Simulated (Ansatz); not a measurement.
# Residual resistivity of an alloy: Ru(0001) with 2 layers of random Ru-V, 2x2, part 2 of 2

Wanted: resistance against the alloy's length, first Ru(0001) with 2 layers of random Ru-V, 2x2.

Ansatz 0.2.0; Ansatz plane-wave DFT, PBE, PAW files; ballistic transport by layer matching (Landauer), zero bias; PAW set soft_1.

So far. Step 3 (With 6 alloy layers): Over the solved energies the transmission per spin lies between 1.95 and 2.07, out of 5.46 channels of the lead on average (up to 5.93). The log calls the step of a lead's potential too much.

**4. With 10 alloy layers**

In 10 layers a share of 0.5 of the sites is given to V at random. A fresh draw is used; the growth of the resistance with length is what counts.

System of this step: Ru(0001) with 10 layers of random Ru-V, 2x2. The cell holds 80 atoms: 60 Ru and 20 V. Its edges and angles: a = 5.412 Å, b = 5.412 Å, c = 42.819 Å, α = 90.0°, β = 90.0°, γ = 120.0°. It derives from Ru. Regions: lead, 40 atoms (40 Ru); scattering region, 40 atoms (20 Ru and 20 V). The structure is stacked along c, and the current runs across the ab planes.

input.yaml

```yaml
crystal:
  lattice:
    - [5.4116, 0.0, 0.0]
    - [-2.7058, 4.6865830751, 0.0]
    - [0.0, 0.0, 42.819]
  atoms:
    - { symbol: Ru, position: [0.1666666667, 0.3333333333, 0.025] }
    - { symbol: Ru, position: [0.1666666667, 0.8333333333, 0.025] }
    - { symbol: Ru, position: [0.6666666667, 0.3333333333, 0.025] }
    - { symbol: Ru, position: [0.6666666667, 0.8333333333, 0.025] }
    - { symbol: Ru, position: [0.3333333333, 0.1666666667, 0.075] }
    - { symbol: Ru, position: [0.3333333333, 0.6666666667, 0.075] }
    - { symbol: Ru, position: [0.8333333333, 0.1666666667, 0.075] }
    - { symbol: Ru, position: [0.8333333333, 0.6666666667, 0.075] }
    - { symbol: Ru, position: [0.1666666667, 0.3333333333, 0.125] }
    - { symbol: Ru, position: [0.1666666667, 0.8333333333, 0.125] }
    - { symbol: Ru, position: [0.6666666667, 0.3333333333, 0.125] }
    - { symbol: Ru, position: [0.6666666667, 0.8333333333, 0.125] }
    - { symbol: Ru, position: [0.3333333333, 0.1666666667, 0.175] }
    - { symbol: Ru, position: [0.3333333333, 0.6666666667, 0.175] }
    - { symbol: Ru, position: [0.8333333333, 0.1666666667, 0.175] }
    - { symbol: Ru, position: [0.8333333333, 0.6666666667, 0.175] }
    - { symbol: Ru, position: [0.1666666667, 0.3333333333, 0.225] }
    - { symbol: Ru, position: [0.1666666667, 0.8333333333, 0.225] }
    - { symbol: Ru, position: [0.6666666667, 0.3333333333, 0.225] }
    - { symbol: Ru, position: [0.6666666667, 0.8333333333, 0.225] }
    - { symbol: Ru, position: [0.3333333333, 0.1666666667, 0.275] }
    - { symbol: Ru, position: [0.3333333333, 0.6666666667, 0.275] }
    - { symbol: Ru, position: [0.8333333333, 0.1666666667, 0.275] }
    - { symbol: V, position: [0.8333333333, 0.6666666667, 0.275] }
    - { symbol: V, position: [0.1666666667, 0.3333333333, 0.325] }
    - { symbol: Ru, position: [0.1666666667, 0.8333333333, 0.325] }
    - { symbol: V, position: [0.6666666667, 0.3333333333, 0.325] }
    - { symbol: Ru, position: [0.6666666667, 0.8333333333, 0.325] }
    - { symbol: Ru, position: [0.3333333333, 0.1666666667, 0.375] }
    - { symbol: V, position: [0.3333333333, 0.6666666667, 0.375] }
    - { symbol: V, position: [0.8333333333, 0.1666666667, 0.375] }
    - { symbol: V, position: [0.8333333333, 0.6666666667, 0.375] }
    - { symbol: Ru, position: [0.1666666667, 0.3333333333, 0.425] }
    - { symbol: V, position: [0.1666666667, 0.8333333333, 0.425] }
    - { symbol: V, position: [0.6666666667, 0.3333333333, 0.425] }
    - { symbol: V, position: [0.6666666667, 0.8333333333, 0.425] }
    - { symbol: V, position: [0.3333333333, 0.1666666667, 0.475] }
    - { symbol: V, position: [0.3333333333, 0.6666666667, 0.475] }
    - { symbol: Ru, position: [0.8333333333, 0.1666666667, 0.475] }
    - { symbol: V, position: [0.8333333333, 0.6666666667, 0.475] }
    - { symbol: V, position: [0.1666666667, 0.3333333333, 0.525] }
    - { symbol: V, position: [0.1666666667, 0.8333333333, 0.525] }
    - { symbol: Ru, position: [0.6666666667, 0.3333333333, 0.525] }
    - { symbol: Ru, position: [0.6666666667, 0.8333333333, 0.525] }
    - { symbol: Ru, position: [0.3333333333, 0.1666666667, 0.575] }
    - { symbol: Ru, position: [0.3333333333, 0.6666666667, 0.575] }
    - { symbol: Ru, position: [0.8333333333, 0.1666666667, 0.575] }
    - { symbol: Ru, position: [0.8333333333, 0.6666666667, 0.575] }
    - { symbol: Ru, position: [0.1666666667, 0.3333333333, 0.625] }
    - { symbol: Ru, position: [0.1666666667, 0.8333333333, 0.625] }
    - { symbol: V, position: [0.6666666667, 0.3333333333, 0.625] }
    - { symbol: V, position: [0.6666666667, 0.8333333333, 0.625] }
    - { symbol: Ru, position: [0.3333333333, 0.1666666667, 0.675] }
    - { symbol: Ru, position: [0.3333333333, 0.6666666667, 0.675] }
    - { symbol: V, position: [0.8333333333, 0.1666666667, 0.675] }
    - { symbol: V, position: [0.8333333333, 0.6666666667, 0.675] }
    - { symbol: Ru, position: [0.1666666667, 0.3333333333, 0.725] }
    - { symbol: V, position: [0.1666666667, 0.8333333333, 0.725] }
    - { symbol: Ru, position: [0.6666666667, 0.3333333333, 0.725] }
    - { symbol: V, position: [0.6666666667, 0.8333333333, 0.725] }
    - { symbol: Ru, position: [0.3333333333, 0.1666666667, 0.775] }
    - { symbol: Ru, position: [0.3333333333, 0.6666666667, 0.775] }
    - { symbol: Ru, position: [0.8333333333, 0.1666666667, 0.775] }
    - { symbol: Ru, position: [0.8333333333, 0.6666666667, 0.775] }
    - { symbol: Ru, position: [0.1666666667, 0.3333333333, 0.825] }
    - { symbol: Ru, position: [0.1666666667, 0.8333333333, 0.825] }
    - { symbol: Ru, position: [0.6666666667, 0.3333333333, 0.825] }
    - { symbol: Ru, position: [0.6666666667, 0.8333333333, 0.825] }
    - { symbol: Ru, position: [0.3333333333, 0.1666666667, 0.875] }
    - { symbol: Ru, position: [0.3333333333, 0.6666666667, 0.875] }
    - { symbol: Ru, position: [0.8333333333, 0.1666666667, 0.875] }
    - { symbol: Ru, position: [0.8333333333, 0.6666666667, 0.875] }
    - { symbol: Ru, position: [0.1666666667, 0.3333333333, 0.925] }
    - { symbol: Ru, position: [0.1666666667, 0.8333333333, 0.925] }
    - { symbol: Ru, position: [0.6666666667, 0.3333333333, 0.925] }
    - { symbol: Ru, position: [0.6666666667, 0.8333333333, 0.925] }
    - { symbol: Ru, position: [0.3333333333, 0.1666666667, 0.975] }
    - { symbol: Ru, position: [0.3333333333, 0.6666666667, 0.975] }
    - { symbol: Ru, position: [0.8333333333, 0.1666666667, 0.975] }
    - { symbol: Ru, position: [0.8333333333, 0.6666666667, 0.975] }
kpoints:
  mp_grid: { grid: [5, 5, 1] }
hamiltonian:
  xc: pbe
  pseudopotentials: { kind: paw, azcp: { folder: soft_1 } }
scf:
  occupations: { method: fermi_dirac, width: 0.1 }
output:
  transmission:
    leads: [[0, 8]]
    kmesh: [10, 10]
    e_range: [-0.05, 0.05]
    de: 0.05
  write_potential: true
  write_density: true
  volumetric_format: npy
```

Run with:

```sh
> ansatz run input.yaml --threads 4 --pin off --max-ram 15360MiB --backend cpu --events-out ev --progress --plain --runs-dir out
```

Numbers of over 12 decimals in the logs are rounded to 6 here.

Log:

```text
[...]
Crystal: 80 atoms, lattice volume = 1085.972 Å³
Basis set: ecut = 420 eV, 21185 PW (Γ)
Bands: 732, of which v1, the nominal top of the filled ones, is band 610 counted from 1 (609 counted from 0)
Symmetry: 1 space group operations
[...]
k-points: 13 of 25 (time reversal used)
[...]
SCF iter   1: F=—  HF=-411324.765571 eV  |F-HF|=—  |Δ(HF+E_count)|=         —  Δρ=4.81e-1  dr2=6.65e4  ethr=3.10e-3  ⟨swp⟩=5.0  Hψ=29981  notcnv=0
[...]
SCF iter  13: F=-410974.904470 eV  HF=-410974.904470 eV  |F-HF|=1.41e-8  |Δ(HF+E_count)|=  8.73e-10  Δρ=2.42e-7  dr2=1.40e-8  ethr=8.20e-12  ⟨swp⟩=2.0  Hψ=12767  notcnv=0
SCF 1 converged in 13 iterations: F = -410974.904470 eV  dr2 = 1.40e-8
[...]
transmission: 417 of 4160 steps passed
transmission: 832 of 4160 steps passed
[...]
transmission: 4160 of 4160 steps passed
SCF converged after 13 iterations
Free energy (F): -410974.904470 eV
[...]
Internal energy: -410971.826373 eV  (E = F + TS)
E sigma→0 (E₀):  -410973.365422 eV
Entropy (-TS):   -3.078097 eV (-38.476 meV/atom)
Fermi energy:    21.631068 eV
[...]
--- Band table (eV; the first three rows and the last of 13) ---
  k-point 0: bands = [... 606 lower, 22.1904, 22.2088, 22.2339, 22.2513, 22.2891, 22.3040, 22.3567, 22.4244, ... 118 higher]
  k-point 1: bands = [... 606 lower, 21.8302, 21.8485, 21.8626, 21.8817, 21.9109, 21.9354, 21.9483, 21.9719, ... 118 higher]
  k-point 2: bands = [... 606 lower, 21.4030, 21.4217, 21.4427, 21.4567, 21.4837, 21.5058, 21.5231, 21.5467, ... 118 higher]
  k-point 12: bands = [... 606 lower, 21.5030, 21.5221, 21.5425, 21.5765, 21.6032, 21.6439, 21.6499, 21.6598, ... 118 higher]
--- Transmission ---
  basis      : 223 plane waves across, 80 finite elements along
  points     : 52, standing for a mesh of 10 x 10
[...]
channels       : 5.280000e0 a spin
[...]
junction   : crystal 0 to crystal 0, 0.70 to 39.24 Å
    transmission   : 1.401910e0 a spin
[...]
```

Elapsed: 15 min, on 4 threads of AMD EPYC 9R14 (Zen 4), shared host; peak memory 8.3 GiB; 57 min of CPU time.

Numbers from this step:

- free energy: -410974.9045 eV
- energy at zero smearing: -410973.3654 eV
- Fermi energy: 21.63 eV
- transmission per spin nearest the Fermi level: 1.402
- step of the lead's potential: 29.6 meV

Per spin. The transmission, zone mean by energy, zero at the Fermi level:

| energy (eV) | transmission, zone mean |
| --- | --- |
| -0.0500 | 1.42 |
| 0.0000 | 1.40 |
| 0.0500 | 1.45 |

Over the solved energies the transmission per spin lies between 1.40 and 1.45, out of 5.49 channels of the lead on average (up to 6.02). The log calls the step of a lead's potential too much.

**5. The fit**

This step: Ansatz plane-wave DFT, PBE, PAW files; ballistic transport by layer matching (Landauer), zero bias; residual resistivity from the slope of the area resistance, atoms on the host's lattice; PAW set soft_1 (Ansatz 0.2.0).

This step gave:

```yaml
resistivity: 68.26 µΩ cm
intercept: 0.2125 fΩ m²
scatter_about_the_fit: 0.03778 fΩ m²
```

Resistance, by row:

| run | length (Å) | T | channels N | RA (fΩ m²) |
| --- | --- | --- | --- | --- |
| n2 | 4.282 | 2.892 | 5.453 | 0.5315 |
| n6 | 12.85 | 2.001 | 5.457 | 1.036 |
| n10 | 21.41 | 1.425 | 5.487 | 1.701 |

Table of area resistance by length of the alloy:

| length of the alloy (Å) | area resistance (fΩ m²) |
| --- | --- |
| 4.28 | 0.532 |
| 12.85 | 1.04 |
| 21.41 | 1.70 |

The area resistance goes from 0.53 to 1.7 fΩ m² between 4.3 and 21.4 Å, a slope of 68 µΩ cm.

By hand from the end points: (1.701 − 0.5315) fΩ m² / (21.41 − 4.28) Å = 68 µΩ cm, since 1 fΩ m² per Å is 1000 µΩ cm.

**6. What came out**

```
resistivity from the slope  : 68.3 µΩ cm
area resistance over 4.28 Å : 0.532 fΩ m²
area resistance over 12.8 Å : 1.04 fΩ m²
area resistance over 21.4 Å : 1.70 fΩ m²
```

In words: The slope gives 68 µΩ cm. The points scatter by 0.038 fΩ m² about the line, with one random draw a length in a 2x2 cell, so the slope is a rough value. Read with a model of isotropic scattering on a spherical Fermi surface and the lead's 1.7×10¹⁵ S/m², this slope means a mean free path near 6.6 Å (a rough figure, since the alloy's own channel count differs); over these lengths the model's slope is within 3 % of its bulk resistivity. The atoms sit on the host's lattice, so scattering by size misfit is left out. With 50 % of V, whose own structure is another, this is a hypothetical phase. A lead's potential steps by up to 31 meV from period to period, which the log calls too much, so longer leads could move the result.

[Logs are printed without paths, hosts, clocks, repeated set-up lines and the standing remarks that a program may print on its own settings, such as how far it seeks lower states.]

[Hosts, paths, dates, database ids (printed as entryN), source tags and the programs' standing remarks are cut or masked in the printed files.]
